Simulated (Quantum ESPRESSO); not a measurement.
# Rh (Fm-3m) in Quantum ESPRESSO: a series of runs

Runs on Rh. Level: LDA. Tasks: single point, equation of state.

All numbers are computed with Quantum ESPRESSO 7.5; they aren't measurements. Logs are shortened: lines on timing, memory, paths and dates and some standing lists are left out, and cuts for length are marked.

**The experiment to reproduce.**

From “Thermal equation of state of rhodium characterized by XRD in a resistively heated diamond anvil cell”, 2024, pmc:11535440, for a bulk crystal of Rh: bulk modulus 264 ± 1 GPa.

The runs below are set against these values where they give the same quantity.

## Step 1: The structure

It takes space group Fm-3m (No. 225, cubic). Conventional cell: a = 3.796 Å, b = 3.796 Å, c = 3.796 Å, α = 90.00°, β = 90.00°, γ = 90.00°. Around Rh (site symmetry m-3m) lie 12 Rh at 2.68 Å.

## Step 2: Single point, LDA, 12.85 Å³/atom

Contents of pw.in:

```
&CONTROL
  calculation = 'scf'
  prefix = 'pwscf'
  outdir = './tmp'
  pseudo_dir = './pseudo'
  tprnfor = .true.
  tstress = .true.
  disk_io = 'nowf'
/
&SYSTEM
  ibrav = 0
  nat = 1
  ntyp = 1
  ecutwfc = 88
  nbnd = 15
  occupations = 'smearing'
  smearing = 'fd'
  degauss = 0.00367493
/
&ELECTRONS
  conv_thr = 2d-10
  electron_maxstep = 120
  mixing_beta = 0.5
/
ATOMIC_SPECIES
Rh   102.9055 Rh.upf
CELL_PARAMETERS angstrom
   0.0000000000    1.8591074964    1.8591074964
   1.8591074964    0.0000000000    1.8591074964
   1.8591074964    1.8591074964    0.0000000000
ATOMIC_POSITIONS crystal
Rh     0.0000000000    0.0000000000    0.0000000000
K_POINTS automatic
12 12 12 0 0 0
```

Potentials or basis: PseudoDojo 0.4.1 SR LDA standard.

Launch:

```console
OMP_NUM_THREADS=1 pw.x -in pw.in > pw.out
```

pw.out:

```text
This program is part of the open-source Quantum ESPRESSO suite
     for quantum simulation of materials; please cite
[... 9 lines left out ...]
     --------------------
     sticks:   dense  smooth     PW     G-vecs:    dense   smooth      PW
     Sum         595     595    199                 9721     9721    1759

     Using Slab Decomposition

     bravais-lattice index     =            0
     lattice parameter (alat)  =       4.9684  a.u.
     unit-cell volume          =      86.7242 (a.u.)^3
     number of atoms/cell      =            1
     number of atomic types    =            1
     number of electrons       =        17.00
     number of Kohn-Sham states=           15
     kinetic-energy cutoff     =      88.0000  Ry
     charge density cutoff     =     352.0000  Ry
     scf convergence threshold =      2.0E-10
     mixing beta               =       0.5000
     number of iterations used =            8  plain     mixing
     Exchange-correlation= SLA  PW   NOGX NOGC
                           (   1   4   0   0   0   0   0)

     celldm(1)=   4.968421  celldm(2)=   0.000000  celldm(3)=   0.000000
     celldm(4)=   0.000000  celldm(5)=   0.000000  celldm(6)=   0.000000

     crystal axes: (cart. coord. in units of alat)
               a(1) = (   0.000000   0.707107   0.707107 )
               a(2) = (   0.707107   0.000000   0.707107 )
               a(3) = (   0.707107   0.707107   0.000000 )

     reciprocal axes: (cart. coord. in units 2 pi/alat)
               b(1) = ( -0.707107  0.707107  0.707107 )
               b(2) = (  0.707107 -0.707107  0.707107 )
               b(3) = (  0.707107  0.707107 -0.707107 )

     PseudoPot. # 1 for Rh read from file:
     Rh.upf
     Pseudo is Norm-conserving + core correction, Zval = 17.0
     Generated using ONCVPSP code by D. R. Hamann
     Using radial grid of 1530 points,  6 beta functions with:
                l(1) =   0
                l(2) =   0
                l(3) =   1
                l(4) =   1
                l(5) =   2
                l(6) =   2

     atomic species   valence    mass     pseudopotential
     Rh               17.00   102.90550     Rh( 1.00)

     48 Sym. Ops., with inversion, found

   Cartesian axes

     site n.     atom                  positions (alat units)
         1        Rh     tau(   1) = (   0.0000000   0.0000000   0.0000000  )

     number of k points=    72  Fermi-Dirac smearing, width (Ry)=  0.0037
                       cart. coord. in units 2pi/alat
        k(    1) = (   0.0000000   0.0000000   0.0000000), wk =   0.0011574
        k(    2) = (   0.0589256   0.0589256  -0.0589256), wk =   0.0092593
        k(    3) = (   0.1178511   0.1178511  -0.1178511), wk =   0.0092593
        k(    4) = (   0.1767767   0.1767767  -0.1767767), wk =   0.0092593
        k(    5) = (   0.2357023   0.2357023  -0.2357023), wk =   0.0092593
        k(    6) = (   0.2946278   0.2946278  -0.2946278), wk =   0.0092593
[... 64 lines left out ...]
        k(   71) = (  -0.7071068   0.2357023   0.0000000), wk =   0.0138889
        k(   72) = (  -0.7071068   0.3535534   0.0000000), wk =   0.0069444

     Dense  grid:     9721 G-vectors     FFT dimensions: (  30,  30,  30)

     Initial potential from superposition of free atoms

     starting charge      16.9996, renormalised to      17.0000
     Starting wfcs are   10 randomized atomic wfcs +    5 random wfcs

     Self-consistent Calculation

     iteration #  1     ecut=    88.00 Ry     beta= 0.50
     Davidson diagonalization with overlap
     ethr =  1.00E-02,  avg # of iterations =  4.3

     Threshold (ethr) on eigenvalues was too large:
     Diagonalizing with lowered threshold

     Davidson diagonalization with overlap
     ethr =  6.81E-04,  avg # of iterations =  1.1

     total energy              =    -234.61361916 Ry
     estimated scf accuracy    <       0.11602739 Ry

     iteration #  2     ecut=    88.00 Ry     beta= 0.50
     Davidson diagonalization with overlap
     ethr =  6.83E-04,  avg # of iterations =  2.0
[... 36 lines left out ...]
     total energy              =    -234.64408813 Ry
     estimated scf accuracy    <          1.8E-09 Ry

     iteration #  8     ecut=    88.00 Ry     beta= 0.50
     Davidson diagonalization with overlap
     ethr =  1.08E-11,  avg # of iterations =  2.0

     End of self-consistent calculation

          k = 0.0000 0.0000 0.0000 (  1243 PWs)   bands (ev):

   -54.6026 -22.0288 -22.0288 -22.0288  15.8124  20.9147  20.9147  20.9147
    23.2748  23.2748  40.4811  46.2244  46.2244  46.2244  52.2231

          k = 0.0589 0.0589-0.0589 (  1239 PWs)   bands (ev):

   -54.5924 -22.0935 -22.0374 -22.0374  16.1076  20.7818  21.0323  21.0323
    23.2090  23.2090  40.9243  44.8252  46.6695  46.6695  53.6430

          k = 0.1179 0.1179-0.1179 (  1215 PWs)   bands (ev):
[... 111 lines left out ...]
   -54.4501 -22.7954 -22.3266 -22.1567  18.6072  20.3974  21.4977  21.6447
    23.8403  27.4445  36.0120  41.0227  43.7798  47.7663  51.0145

          k =-0.0589-0.2946 0.2946 (  1212 PWs)   bands (ev):

   -54.4791 -22.6522 -22.2891 -22.1169  18.8000  20.2909  20.9314  21.8724
    22.9017  25.9810  38.8267  41.6191  44.8367  48.3730  50.2068

          k = 0.0000-0.2357 0.2357 (  1225 PWs)   bands (ev):

   -54.5140 -22.4933 -22.2142 -22.0820  18.3139  19.9731  21.2629  21.9974
    22.3249  24.6724  40.8023  42.5156  46.5438  47.0402  50.9260

          k = 0.3536 0.0000 0.0000 (  1198 PWs)   bands (ev):

   -54.5015 -22.4835 -22.2002 -22.2002  18.2254  19.1288  22.2154  22.7207
    22.7207  24.0880  43.2739  43.9224  43.9224  44.8274  51.4343

          k = 0.4125 0.0589-0.0589 (  1224 PWs)   bands (ev):

   -54.4727 -22.6151 -22.2494 -22.2397  18.4124  18.8656  22.0434  23.0209
    24.1585  24.4915  41.0688  42.7960  43.0346  46.1171  50.6086

          k = 0.4714 0.1179-0.1179 (  1209 PWs)   bands (ev):
[... 11 lines left out ...]
   -54.4188 -22.8010 -22.4737 -22.2412  18.6818  19.7762  21.3375  22.4352
    24.7272  30.8144  33.3241  39.4512  43.7799  44.5910  54.2235

          k =-0.0589-0.4125 0.4125 (  1200 PWs)   bands (ev):

   -54.4281 -22.7501 -22.4950 -22.2024  19.1181  20.0326  20.8748  22.3202
    23.9219  29.4383  35.7027  38.7742  44.1052  45.9057  51.8136

          k = 0.0000-0.3536 0.3536 (  1203 PWs)   bands (ev):

   -54.4502 -22.6998 -22.4235 -22.1569  19.4989  20.0297  20.5127  22.2418
    23.1262  27.6926  38.2569  39.2346  44.1295  48.3320  49.4812

          k = 0.4714 0.0000-0.0000 (  1218 PWs)   bands (ev):

   -54.4507 -22.6984 -22.2849 -22.2849  18.0959  18.3978  23.8409  23.9066
    23.9066  24.5315  41.1700  41.1700  41.8543  46.8683  48.5808

          k = 0.5303 0.0589-0.0589 (  1214 PWs)   bands (ev):
[... 21 lines left out ...]
   -54.4134 -22.8510 -22.3464 -22.3464  17.5754  17.9095  24.8749  25.0039
    25.0039  26.2946  38.9323  38.9323  39.0759  48.1953  48.2846

          k =-0.0589-0.6482 0.6482 (  1202 PWs)   bands (ev):

   -54.4031 -22.8760 -22.3903 -22.3548  17.5456  17.9260  24.4306  24.6990
    25.3538  28.3603  37.2796  38.0581  38.7004  48.2413  49.4724

          k = 0.0000-0.5893 0.5893 (  1202 PWs)   bands (ev):

   -54.4005 -22.8367 -22.4729 -22.3358  17.8071  18.3557  23.2463  24.2588
    25.1654  30.6205  35.3191  37.3828  39.7071  47.5053  51.9945

          k =-0.7071 0.0000 0.0000 (  1234 PWs)   bands (ev):

   -54.3997 -22.9059 -22.3689 -22.3689  17.3519  17.7391  25.0050  25.4854
    25.4854  27.6656  37.4603  38.0481  38.0481  48.3904  48.7806

          k = 0.2357 0.1179 0.0000 (  1210 PWs)   bands (ev):

   -54.5419 -22.3453 -22.1416 -22.0840  17.5447  20.0073  21.4778  21.7517
    22.5703  23.7980  42.3789  42.7658  46.0524  47.6928  51.6175

          k = 0.2946 0.1768-0.0589 (  1215 PWs)   bands (ev):

   -54.5072 -22.5282 -22.2021 -22.1113  18.3288  19.9429  21.1470  21.9523
    22.9567  24.5928  40.4378  42.7768  45.9942  47.1295  51.7578

          k = 0.3536 0.2357-0.1179 (  1207 PWs)   bands (ev):
[... 6 lines left out ...]
   -54.4466 -22.8526 -22.2719 -22.1787  18.2897  20.3781  21.4720  21.9432
    24.6355  27.3146  34.9362  41.1814  44.0406  46.6846  52.6295

          k =-0.2357-0.3536 0.4714 (  1198 PWs)   bands (ev):

   -54.4372 -22.9027 -22.2797 -22.1914  18.2170  20.2601  21.4321  22.3701
    24.8961  28.3089  33.4563  40.9193  44.0097  45.7516  53.5439

          k = 0.3536 0.1179 0.0000 (  1222 PWs)   bands (ev):

   -54.4946 -22.5366 -22.2305 -22.1708  18.5176  19.2803  21.3393  22.7113
    23.1429  24.5784  41.4602  42.8494  44.7415  45.8848  52.7938

          k = 0.4125 0.1768-0.0589 (  1210 PWs)   bands (ev):

   -54.4632 -22.6750 -22.3002 -22.2033  18.7434  19.4539  20.9615  22.7400
    24.0037  25.9654  39.0162  41.8305  43.2448  47.0118  51.8349

          k =-0.2357-0.4714 0.5893 (  1210 PWs)   bands (ev):
[... 11 lines left out ...]
   -54.4281 -22.8094 -22.4195 -22.2175  18.9294  19.8235  21.2113  22.1692
    24.4663  29.4692  34.4249  40.2683  42.7058  46.4253  52.0921

          k =-0.0589-0.2946 0.4125 (  1209 PWs)   bands (ev):

   -54.4468 -22.7326 -22.3923 -22.1800  19.1729  20.1466  20.4058  22.3811
    23.6763  27.6984  37.2562  40.2303  43.3352  48.1404  50.1549

          k = 0.0000-0.2357 0.3536 (  1214 PWs)   bands (ev):

   -54.4758 -22.6312 -22.3125 -22.1400  19.1877  19.6593  20.6588  22.6318
    22.7657  26.0333  39.6232  41.2059  44.4570  47.5382  50.8409

          k = 0.4714 0.1179-0.0000 (  1220 PWs)   bands (ev):

   -54.4472 -22.7100 -22.3186 -22.2684  18.4059  18.6191  22.1046  23.8976
    24.1271  25.9349  39.9817  40.6195  41.9146  47.2834  50.1337

          k =-0.1768-0.5303 0.6482 (  1210 PWs)   bands (ev):
[... 26 lines left out ...]
   -54.4029 -22.8160 -22.4651 -22.3477  18.0237  18.4969  22.6299  24.0513
    25.2746  30.4981  35.8563  37.8150  39.0112  48.2384  51.9415

          k =-0.0000-0.4714 0.5893 (  1201 PWs)   bands (ev):

   -54.4028 -22.7427 -22.5731 -22.3186  18.3858  19.1438  21.7029  23.4574
    25.0064  32.8911  33.6305  37.0707  40.3532  47.4824  53.4583

          k =-0.7071 0.1179-0.0000 (  1204 PWs)   bands (ev):

   -54.3996 -22.8709 -22.4059 -22.3716  17.6341  18.0149  23.9095  24.5857
    25.4864  29.4326  37.0167  37.6696  37.9905  48.8586  49.8096

          k =-0.2357-0.4714 0.7071 (  1216 PWs)   bands (ev):

   -54.4376 -22.7254 -22.4099 -22.2380  19.2109  19.2501  20.6077  23.3998
    23.8908  27.8727  38.3490  39.1406  42.0771  48.5822  50.1366

          k =-0.1768-0.4125 0.6482 (  1205 PWs)   bands (ev):
[... 11 lines left out ...]
   -54.4097 -22.7670 -22.4805 -22.3348  18.5800  18.9403  21.4043  23.6960
    24.9921  30.2949  37.2097  37.2516  39.3071  49.2362  51.0334

          k =-0.0589-0.4125 0.6482 (  1207 PWs)   bands (ev):

   -54.4028 -22.7149 -22.5723 -22.3494  18.7446  19.4644  20.8706  23.1768
    25.2446  32.7468  34.5325  37.4918  38.6539  49.2843  51.7592

          k = 0.0000-0.3536 0.5893 (  1203 PWs)   bands (ev):

   -54.4062 -22.6767 -22.6126 -22.3231  19.0121  20.0134  20.1575  23.0167
    24.9851  32.1445  35.2547  36.8822  39.7640  49.2076  50.9783

          k =-0.7071 0.2357 0.0000 (  1200 PWs)   bands (ev):

   -54.3995 -22.7747 -22.5063 -22.3772  18.3249  18.8274  21.8685  23.6116
    25.4884  32.0041  36.4012  36.4603  37.8205  49.4475  53.0334

          k =-0.7071 0.3536 0.0000 (  1216 PWs)   bands (ev):

   -54.3994 -22.6415 -22.6415 -22.3800  18.7827  20.1344  20.1344  23.0088
    25.4893  34.4687  34.4687  36.1750  37.7275  50.9650  50.9650

     the Fermi energy is    24.3987 ev

!    total energy              =    -234.64408813 Ry
     estimated scf accuracy    <          1.3E-12 Ry
     smearing contrib. (-TS)   =      -0.00053164 Ry
     internal energy E=F+TS    =    -234.64355649 Ry

     The total energy is F=E-TS. E is the sum of the following terms:
     one-electron contribution =     -44.00316823 Ry
     hartree contribution      =      35.69603999 Ry
     xc contribution           =     -37.75854639 Ry
     ewald contribution        =    -188.57788186 Ry

     convergence has been achieved in   8 iterations

     Forces acting on atoms (cartesian axes, Ry/au):

     atom    1 type  1   force =     0.00000000    0.00000000    0.00000000

     Total force =     0.000000     Total SCF correction =     0.000000

     Computing stress (Cartesian axis) and pressure

          total   stress  (Ry/bohr**3)                   (kbar)     P=      102.23
   0.00069497   0.00000000   0.00000000          102.23        0.00        0.00
   0.00000000   0.00069497   0.00000000            0.00      102.23        0.00
   0.00000000   0.00000000   0.00069497            0.00        0.00      102.23

=------------------------------------------------------------------------------=
   JOB DONE.
=------------------------------------------------------------------------------=
```

It took 17 s on 1 thread of Arm Neoverse V1, shared host; peak memory 0.05 GiB.

What came out:

- Free energy: -3192.4955 eV
- Pressure: 10.2 GPa
- Band gap on the k mesh: none (metal or under the smearing width)

## Step 3: Single point, LDA, 13.12 Å³/atom

Changes to pw.in since step 2:

```diff
@@ -27,5 +27,5 @@
 CELL_PARAMETERS angstrom
-   0.0000000000    1.8591074964    1.8591074964
-   1.8591074964    0.0000000000    1.8591074964
-   1.8591074964    1.8591074964    0.0000000000
+   0.0000000000    1.8722002341    1.8722002341
+   1.8722002341    0.0000000000    1.8722002341
+   1.8722002341    1.8722002341    0.0000000000
 ATOMIC_POSITIONS crystal
```

Potentials or basis: PseudoDojo 0.4.1 SR LDA standard.

Launch:

```console
OMP_NUM_THREADS=1 pw.x -in pw.in > pw.out
```

It took 17 s on 1 thread of Arm Neoverse V1, shared host; peak memory 0.05 GiB.

Results (log left out):

| Item | Value |
| --- | --- |
| Free energy | -3192.5067 eV |
| Pressure | 2.8 GPa |
| Band gap on the k mesh | none (metal or under the smearing width) |

## Step 4: Single point, LDA, 13.40 Å³/atom

Changes to pw.in since step 3:

```diff
@@ -27,5 +27,5 @@
 CELL_PARAMETERS angstrom
-   0.0000000000    1.8722002341    1.8722002341
-   1.8722002341    0.0000000000    1.8722002341
-   1.8722002341    1.8722002341    0.0000000000
+   0.0000000000    1.8851123679    1.8851123679
+   1.8851123679    0.0000000000    1.8851123679
+   1.8851123679    1.8851123679    0.0000000000
 ATOMIC_POSITIONS crystal
```

Launch:

```console
OMP_NUM_THREADS=1 pw.x -in pw.in > pw.out
```

Run time: 14 s. Hardware: 1 thread of Arm Neoverse V1, shared host; peak memory 0.05 GiB.

The run converged. Its results:

```yaml
Free_energy: -3192.5061 eV
Pressure: -3.7 GPa
Band_gap_on_the_k_mesh: none (metal or under the smearing width)
```

## Step 5: Single point, LDA, 13.67 Å³/atom

Changes to pw.in since step 4:

```diff
@@ -27,5 +27,5 @@
 CELL_PARAMETERS angstrom
-   0.0000000000    1.8851123679    1.8851123679
-   1.8851123679    0.0000000000    1.8851123679
-   1.8851123679    1.8851123679    0.0000000000
+   0.0000000000    1.8978500000    1.8978500000
+   1.8978500000    0.0000000000    1.8978500000
+   1.8978500000    1.8978500000    0.0000000000
 ATOMIC_POSITIONS crystal
```

Launch:

```console
OMP_NUM_THREADS=1 pw.x -in pw.in > pw.out
```

It took 14 s on 1 thread of Arm Neoverse V1, shared host; peak memory 0.05 GiB.

Results (log left out):

```
Free energy            : -3192.4950 eV
Pressure               : -9.5 GPa
Band gap on the k mesh : none (metal or under the smearing width)
```

## Step 6: Single point, LDA, 13.94 Å³/atom

Changes to pw.in since step 5:

```diff
@@ -27,5 +27,5 @@
 CELL_PARAMETERS angstrom
-   0.0000000000    1.8978500000    1.8978500000
-   1.8978500000    0.0000000000    1.8978500000
-   1.8978500000    1.8978500000    0.0000000000
+   0.0000000000    1.9104189093    1.9104189093
+   1.9104189093    0.0000000000    1.9104189093
+   1.9104189093    1.9104189093    0.0000000000
 ATOMIC_POSITIONS crystal
```

Potentials or basis: PseudoDojo 0.4.1 SR LDA standard.

Launch:

```console
OMP_NUM_THREADS=1 pw.x -in pw.in > pw.out
```

Run time: 16 s. Hardware: 1 thread of Arm Neoverse V1, shared host; peak memory 0.05 GiB.

It converged, with:

```
Free energy            : -3192.4747 eV
Pressure               : -14.5 GPa
Band gap on the k mesh : none (metal or under the smearing width)
```

## Step 7: Single point, LDA, 14.22 Å³/atom

Changes to pw.in since step 6:

```diff
@@ -27,5 +27,5 @@
 CELL_PARAMETERS angstrom
-   0.0000000000    1.9104189093    1.9104189093
-   1.9104189093    0.0000000000    1.9104189093
-   1.9104189093    1.9104189093    0.0000000000
+   0.0000000000    1.9228245745    1.9228245745
+   1.9228245745    0.0000000000    1.9228245745
+   1.9228245745    1.9228245745    0.0000000000
 ATOMIC_POSITIONS crystal
```

Launch:

```console
OMP_NUM_THREADS=1 pw.x -in pw.in > pw.out
```

Run time: 16 s. Hardware: 1 thread of Arm Neoverse V1, shared host; peak memory 0.05 GiB.

The run converged. Its results:

- Free energy: -3192.4463 eV
- Pressure: -19.0 GPa
- Band gap on the k mesh: none (metal or under the smearing width)

## Step 8: Single point, LDA, 14.49 Å³/atom

Changes to pw.in since step 7:

```diff
@@ -27,5 +27,5 @@
 CELL_PARAMETERS angstrom
-   0.0000000000    1.9228245745    1.9228245745
-   1.9228245745    0.0000000000    1.9228245745
-   1.9228245745    1.9228245745    0.0000000000
+   0.0000000000    1.9350721950    1.9350721950
+   1.9350721950    0.0000000000    1.9350721950
+   1.9350721950    1.9350721950    0.0000000000
 ATOMIC_POSITIONS crystal
```

Launch:

```console
OMP_NUM_THREADS=1 pw.x -in pw.in > pw.out
```

Run time: 15 s. Hardware: 1 thread of Arm Neoverse V1, shared host; peak memory 0.05 GiB.

It converged, with:

- Free energy: -3192.4107 eV
- Pressure: -22.9 GPa
- Band gap on the k mesh: none (metal or under the smearing width)

## Step 9: Equation of state, LDA

Potentials or basis: PseudoDojo 0.4.1 SR LDA standard.

No new run: the results of the series are fitted here.

Results:

```yaml
Equilibrium_volume: 13.24 Å³/atom
Bulk_modulus: 319 GPa
Pressure_derivative_of_the_bulk_modulus: 5.1
```

Energy against volume, from the lowest point:
| volume (Å³/atom) | energy (meV/atom) |
| --- | --- |
| 12.851 | 11.28 |
| 13.125 | 0.00 |
| 13.398 | 0.62 |
| 13.671 | 11.71 |
| 13.945 | 32.03 |
| 14.218 | 60.49 |
| 14.492 | 96.07 |

## Step 10: How close it comes

Step 9. Against the measured bulk modulus of Rh, 264 GPa (quoted in “Thermal equation of state of rhodium characterized by XRD in a resistively heated diamond anvil cell”, 2024, pmc:11535440), the calculated 319 GPa is off by +20.8 %. The fit is for a static lattice scaled at fixed shape and fixed fractional positions.
